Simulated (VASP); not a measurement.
# CuO (P-6m2) in VASP: a series of runs

One crystal, CuO, is run at these levels: PBE; tasks: optical spectrum, density of states, electric field gradients, core levels.

Program: VASP 6.6.1. These are calculated values, not measurements. Logs are shortened: lines on timing, memory, paths and dates and some standing lists are left out, and cuts for length are marked.

## 1. The structure

It takes space group P-6m2 (No. 187, hexagonal). The conventional cell has a = 2.836 Å, b = 2.836 Å, c = 2.768 Å, α = 90.00°, β = 90.00°, γ = 120.00°. Around Cu (site symmetry -6m2) lie 6 O at 2.14 Å. Around O (site symmetry -6m2) lie 6 Cu at 2.14 Å.

Measurements of this composition are mostly on another form, of space group No. 15.

## 2. Optical spectrum, PBE

Input file INCAR:

```
SYSTEM = CuO
PREC = Accurate
ENCUT = 520
EDIFF = 1E-6
ISMEAR = 0
SIGMA = 0.02
LREAL = .False.
LASPH = .True.
NELM = 100
ALGO = Fast
ISIF = 2
LWAVE = .False.
LCHARG = .False.
GGA = PE
LOPTICS = .True.
NBANDS = 56
NEDOS = 2000
CSHIFT = 0.1
```

Input file KPOINTS:

```
Automatic mesh
0
Gamma
  11 11 10
  0 0 0
```

Input file POSCAR:

```
CuO
1.0
    2.8363251100      0.0000000000      0.0000000000
   -1.4181625500      2.4563296000      0.0000000000
    0.0000000000      0.0000000000      2.7681127800
Cu O
1 1
Direct
    0.0000000000      0.0000000000      0.0000000000
    0.6666666667      0.3333333333      0.5000000000
```

Potentials or basis: VASP PAW PBE potentials, release 64 (Cu, O).

Started as:

```sh
> cat potpaw_PBE.64/Cu/POTCAR potpaw_PBE.64/O/POTCAR > POTCAR
> mpirun -np 1 vasp_std > vasp.out
```

OUTCAR:

```text
SYSTEM = CuO
   PREC = Accurate
   ENCUT = 520
   EDIFF = 1E-6
   ISMEAR = 0
   LREAL = .False.
   LASPH = .True.
   NELM = 100
   ISIF = 2
   GGA = PE

 ion  position               nearest neighbor table
   1  0.000  0.000  0.000-   2 2.14   2 2.14   2 2.14   2 2.14   2 2.14   2 2.14
   2  0.667  0.333  0.500-   1 2.14   1 2.14   1 2.14   1 2.14   1 2.14   1 2.14

  LATTYP: Found a hexagonal cell.
 ALAT       =     2.8363251100
 C/A-ratio  =     0.9759504544

  Lattice vectors:

 A1 = (   2.8363251100,   0.0000000000,   0.0000000000)
 A2 = (  -1.4181625500,   2.4563296000,   0.0000000000)
 A3 = (   0.0000000000,   0.0000000000,   2.7681127800)

Analysis of symmetry for initial positions (statically):
=====================================================================
 Subroutine PRICEL returns:
 Original cell was already a primitive cell.

 Routine SETGRP: Setting up the symmetry group for a
 hexagonal supercell.

 Subroutine GETGRP returns: Found 12 space group operations
 (whereof 12 operations were pure point group operations)
 out of a pool of 24 trial point group operations.

The static configuration has the point symmetry D_3h.

Analysis of symmetry for dynamics (positions and initial velocities):
=====================================================================
 Subroutine PRICEL returns:
 Original cell was already a primitive cell.

 Routine SETGRP: Setting up the symmetry group for a
 hexagonal supercell.

[... 724 lines left out ...]
  Total        0.3735974      0.3735974     -0.8745058      0.0000000      0.0000000      0.0000000
  in kB       31.0375866     31.0375866    -72.6518762      0.0000001      0.0000000      0.0000000
  external PRESSURE =      -3.5255677 kB  Pullay stress =       0.0000000 kB

 VOLUME and BASIS-vectors are now :
 -----------------------------------------------------------------------------
  energy-cutoff  :      520.00
  volume of cell :       19.29
      direct lattice vectors                 reciprocal lattice vectors
     2.836325110  0.000000000  0.000000000     0.352568892  0.203555744  0.000000000
    -1.418162550  2.456329600  0.000000000     0.000000000  0.407111489  0.000000000
     0.000000000  0.000000000  2.768112780     0.000000000  0.000000000  0.361256957

 POSITION                                       TOTAL-FORCE (eV/Angst)
 -----------------------------------------------------------------------------------
      0.00000      0.00000      0.00000         0.000000     -0.000000      0.000000
      1.41816      0.81878      1.38406        -0.000000      0.000000      0.000000
 -----------------------------------------------------------------------------------
    total drift:                                0.000000     -0.000000      0.000000

  FREE ENERGIE OF THE ION-ELECTRON SYSTEM (eV)
  ---------------------------------------------------
  free  energy   TOTEN  =        -9.1360294150 eV

  energy  without entropy=       -9.1348602114  energy(sigma->0) =       -9.13544481

 electrical conductivity sigma (Mega S m-1) (frequency dependency in vasprun.xml)
  --------------------------------------------------------------------------------------
       0.009       0.000       0.000
       0.000       0.009      -0.000
       0.000       0.000       0.224

  frequency dependent IMAGINARY DIELECTRIC FUNCTION (independent particle, no local field effects) density-density
     E(ev)      X         Y         Z        XY        YZ        ZX
  --------------------------------------------------------------------------------------------------------------
     0.00000     0.00000     0.00000     0.00000     0.00000     0.00000     0.00000
     1.38736    19.10968    19.10968    25.77594     0.00000    -0.00000     0.00000
     2.77471     1.91066     1.91066     2.84637     0.00000    -0.00000     0.00000
     4.16207     2.69685     2.69685     5.70151     0.00000     0.00000     0.00000
     5.54943     1.53757     1.53757     2.71999     0.00000     0.00000     0.00000
     6.93678     5.71656     5.71656     3.81004     0.00000    -0.00000     0.00000
[... 92 lines left out ...]
   135.96094     0.00011     0.00011     0.00010     0.00000    -0.00000    -0.00000
   137.34830     0.00010     0.00010     0.00010     0.00000    -0.00000    -0.00000

  frequency dependent      REAL DIELECTRIC FUNCTION (independent particle, no local field effects) density-density
     E(ev)        X           Y           Z          XY          YZ          ZX
  --------------------------------------------------------------------------------------------------------------
     0.00000    22.16964    22.16964    16.94849     0.00000     0.00000     0.00000
     1.38736     2.84117     2.84117    15.32400     0.00000    -0.00000    -0.00000
     2.77471    -0.24933    -0.24933    -0.76184    -0.00000     0.00000    -0.00000
     4.16207     3.73220     3.73220     3.99604     0.00000     0.00000    -0.00000
     5.54943     3.75384     3.75384     1.20242     0.00000     0.00000     0.00000
     6.93678     3.19985     3.19985     1.80447     0.00000    -0.00000    -0.00000
[... 92 lines left out ...]
   135.96094     0.94121     0.94121     0.94331    -0.00000    -0.00000     0.00000
   137.34830     0.94266     0.94266     0.94473    -0.00000    -0.00000     0.00000

  frequency dependent IMAGINARY DIELECTRIC FUNCTION (independent particle, no local field effects) current-current
     E(ev)      X         Y         Z        XY        YZ        ZX
  --------------------------------------------------------------------------------------------------------------
     0.00000    61.16182    61.16182    46.00568     0.00000    -0.00000    -0.00000
     1.38736    19.26487    19.26487    27.80438     0.00000    -0.00000    -0.00000
     2.77471     1.81675     1.81675     2.71175     0.00000     0.00000     0.00000
     4.16207     2.82950     2.82950     5.83946     0.00000    -0.00000     0.00000
     5.54943     1.63762     1.63762     2.72534     0.00000    -0.00000    -0.00000
     6.93678     5.77770     5.77770     3.83305     0.00000    -0.00000    -0.00000
[... 92 lines left out ...]
   135.96094     0.00002     0.00002     0.00002     0.00000     0.00000     0.00000
   137.34830     0.00002     0.00002     0.00002     0.00000     0.00000     0.00000

  frequency dependent      REAL DIELECTRIC FUNCTION (independent particle, no local field effects) current-current
     E(ev)        X           Y           Z          XY          YZ          ZX
  --------------------------------------------------------------------------------------------------------------
     0.00000    21.40390    21.40390    16.62448     0.00000    -0.00000    -0.00000
     1.38736     0.20327     0.20327    11.67958    -0.00000    -0.00000     0.00000
     2.77471    -0.36704    -0.36704    -0.94710    -0.00000    -0.00000     0.00000
     4.16207     3.61021     3.61021     3.71343     0.00000     0.00000    -0.00000
     5.54943     3.70153     3.70153     1.10880     0.00000    -0.00000     0.00000
     6.93678     3.03771     3.03771     1.69644     0.00000     0.00000     0.00000
[... 92 lines left out ...]
   135.96094     0.94121     0.94121     0.94332    -0.00000    -0.00000    -0.00000
   137.34830     0.94267     0.94267     0.94474    -0.00000    -0.00000    -0.00000
```

OSZICAR:

```text
N       E                     dE             d eps       ncg     rms          rms(c)
DAV:   1     0.140015644246E+03    0.14002E+03   -0.43313E+03 15480   0.470E+02
DAV:   2     0.275462862126E+00   -0.13974E+03   -0.11691E+03 11360   0.155E+02
DAV:   3    -0.120241571497E+02   -0.12300E+02   -0.11612E+02 12944   0.356E+01
DAV:   4    -0.121543924927E+02   -0.13024E+00   -0.12996E+00 12832   0.359E+00
DAV:   5    -0.121545283623E+02   -0.13587E-03   -0.13587E-03 12552   0.114E-01    0.116E+01
RMM:   6    -0.114329118190E+02    0.72162E+00   -0.53185E-01 15547   0.309E+00    0.112E+01
RMM:   7    -0.920846988413E+01    0.22244E+01   -0.34840E-02 15429   0.703E-01    0.179E+00
RMM:   8    -0.914951724749E+01    0.58953E-01   -0.58708E-03 16232   0.307E-01    0.838E-01
RMM:   9    -0.913699093094E+01    0.12526E-01   -0.87233E-03 16167   0.372E-01    0.290E-01
RMM:  10    -0.913676535423E+01    0.22558E-03   -0.10112E-03 16656   0.121E-01    0.208E-01
RMM:  11    -0.913604115764E+01    0.72420E-03   -0.12848E-04 16625   0.432E-02    0.267E-02
RMM:  12    -0.913603401601E+01    0.71416E-05   -0.20251E-05 16258   0.147E-02    0.178E-02
RMM:  13    -0.913602975666E+01    0.42593E-05   -0.34190E-06 16266   0.642E-03    0.206E-03
RMM:  14    -0.913602941498E+01    0.34168E-06   -0.51229E-07 12027   0.205E-03
   1 F= -.91360294E+01 E0= -.91354448E+01  d E =-.116920E-02
 imaginary and real dielectric function
```

stdout:

```text
POSCAR found type information on POSCAR CuO
 POSCAR found :  2 types and       2 ions
 scaLAPACK will be used
 LDA part: xc-table for (Slater+PW92), standard interpolation
 POSCAR, INCAR and KPOINTS ok, starting setup
 FFT: planning ... GRIDC
 FFT: planning ... GRID_SOFT
 FFT: planning ... GRID
 WAVECAR not read
 entering main loop
WARNING in EDDRMM: call to ZHEGV failed, returncode =   6  3     30
WARNING in EDDRMM: call to ZHEGV failed, returncode =   6  3     43
WARNING in EDDRMM: call to ZHEGV failed, returncode =   6  3     26
WARNING in EDDRMM: call to ZHEGV failed, returncode =   6  3     25
WARNING in EDDRMM: call to ZHEGV failed, returncode =   6  3     36
 optical routines
 imaginary and real dielectric function
 recalculating local potential from charge density
 direction            1
 direction            2
 direction            3
```

Wall time 42 s (1 thread of Intel Xeon 6975P-C (Granite Rapids), shared host); peak memory 0.23 GiB.

Results:

* Free energy: -9.1360 eV
* Pressure: -0.4 GPa
* Band gap on the k mesh: none (metal or under the smearing width)

Dielectric function (mean over the directions given):
| energy (eV) | real part | imaginary part |
| --- | --- | --- |
| 0.28 | 21.58 | 0.99 |
| 1.25 | 13.65 | 19.67 |
| 2.29 | -3.04 | 4.17 |
| 3.33 | 2.97 | 2.05 |
| 4.37 | 3.15 | 3.66 |
| 5.41 | 2.49 | 2.37 |
| 6.45 | 4.41 | 3.94 |
| 7.49 | 0.74 | 5.05 |
| 8.53 | 1.20 | 2.51 |
| 9.57 | 1.20 | 2.03 |
| 10.61 | 2.07 | 2.13 |
| 11.65 | 0.48 | 3.22 |
| 12.69 | 0.81 | 1.79 |
| 13.73 | 0.76 | 2.08 |
| 14.78 | 0.96 | 2.13 |
| 15.82 | 0.97 | 2.05 |
| 16.86 | 0.94 | 1.95 |
| 17.90 | 0.74 | 2.08 |
| 18.94 | -0.11 | 1.71 |
| 19.98 | -0.18 | 1.28 |

Caveat: spectra need much finer meshes, so this one isn't converged; independent-particle spectra lack excitons; the intraband (Drude) part of a metal's response may be missing; an odd number of electrons without spin polarisation forces a metal; a magnetic or distorted state may lie lower; the run has no spin polarisation, though such a crystal can be magnetic; semilocal functionals often make such compounds metallic where correlation or magnetic order opens a gap, which also shifts bond lengths. With open d or f shells a metallic result of PBE can be an artefact of self-interaction; +U or a hybrid may open a gap.

## 3. Density of states, PBE

POSCAR is that of step 2.

Input file INCAR.step1:

```
SYSTEM = CuO
  PREC = Accurate
  ENCUT = 520
  EDIFF = 1E-6
  ISMEAR = 0
  SIGMA = 0.02
  LREAL = .FALSE.
  LASPH = .TRUE.
  NELM = 80
  ALGO = Normal
  ISIF = 2
  LWAVE = .FALSE.
  LCHARG = .TRUE.
  LMAXMIX = 4
  GGA = PE
```

Input file KPOINTS.step1:

```
Automatic mesh
0
G
  11 11 10
  0 0 0
```

Input file INCAR.step2:

```
SYSTEM = CuO
  PREC = Accurate
  ENCUT = 520
  EDIFF = 1E-6
  ISMEAR = -5
  SIGMA = 0.02
  LREAL = .FALSE.
  LASPH = .TRUE.
  NELM = 80
  ALGO = Normal
  ISIF = 2
  LWAVE = .FALSE.
  LCHARG = .FALSE.
  LMAXMIX = 4
  GGA = PE
  LORBIT = 11
  NEDOS = 2001
  ICHARG = 11
```

Input file KPOINTS.step2:

```
Automatic mesh
0
G
  17 17 15
  0 0 0
```

Potentials or basis: VASP PAW PBE potentials, release 64 (Cu, O).

Started as:

```sh
> cat potpaw_PBE.64/Cu/POTCAR potpaw_PBE.64/O/POTCAR > POTCAR
> cp INCAR.step1 INCAR
> cp KPOINTS.step1 KPOINTS
> mpirun -np 1 vasp_std > vasp.out
> cp INCAR.step2 INCAR
> cp KPOINTS.step2 KPOINTS
> mpirun -np 1 vasp_std > vasp.out
```

Run time: 21 s. Hardware: 1 thread of Intel Xeon 6975P-C (Granite Rapids), shared host; peak memory 0.18 GiB.

The run converged. Its results:

```yaml
Valence_electrons_inside_the_program's_atomic_spheres: Cu 9.77; O 4.90
```

Levels at points of the mesh, in eV from the Fermi level:
```
           k point  band 5  band 6  band 7  band 8  band 9  band 10  band 11  band 12
(0.00, 0.00, 0.00)   -2.59   -1.73   -1.73   -0.12   -0.12     1.11    15.19    16.70
```

States per cell in windows of 1 eV (zero at the Fermi level; states under -8 eV left out):
```tsv
from (eV)	total	Cu1_d	O2_p	Cu1_s	Cu1_p	O2_s	O2_d
-8.0	0.06	0.00	0.02	0.01	0.00	0.00	0.00
-7.0	0.74	0.09	0.29	0.09	0.03	0.00	0.00
-6.0	1.57	0.30	0.65	0.09	0.07	0.01	0.00
-5.0	1.83	0.55	0.76	0.03	0.08	0.01	0.00
-4.0	1.88	0.81	0.70	0.01	0.04	0.00	0.00
-3.0	2.03	1.77	0.07	0.01	0.02	0.00	0.00
-2.0	4.45	3.99	0.22	0.03	0.02	0.04	0.00
-1.0	2.31	1.45	0.62	0.02	0.04	0.01	0.00
0.0	1.06	0.57	0.40	0.00	0.01	0.00	0.00
1.0	0.01	0.00	0.00	0.00	0.00	0.00	0.00
2.0	0.05	0.00	0.01	0.01	0.00	0.01	0.00
3.0	0.10	0.00	0.03	0.03	0.01	0.01	0.00
4.0	0.18	0.01	0.05	0.04	0.01	0.02	0.00
5.0	0.50	0.03	0.10	0.13	0.05	0.02	0.00
6.0	0.95	0.07	0.21	0.21	0.12	0.03	0.00
7.0	0.18	0.01	0.04	0.02	0.04	0.01	0.00
```

Caveat: an odd number of electrons without spin polarisation forces a metal; a magnetic or distorted state may lie lower; the run has no spin polarisation, though such a crystal can be magnetic; semilocal functionals often make such compounds metallic where correlation or magnetic order opens a gap, which also shifts bond lengths; tetrahedron occupations give inexact forces and stress in metals.

[end of part 1 of 2]
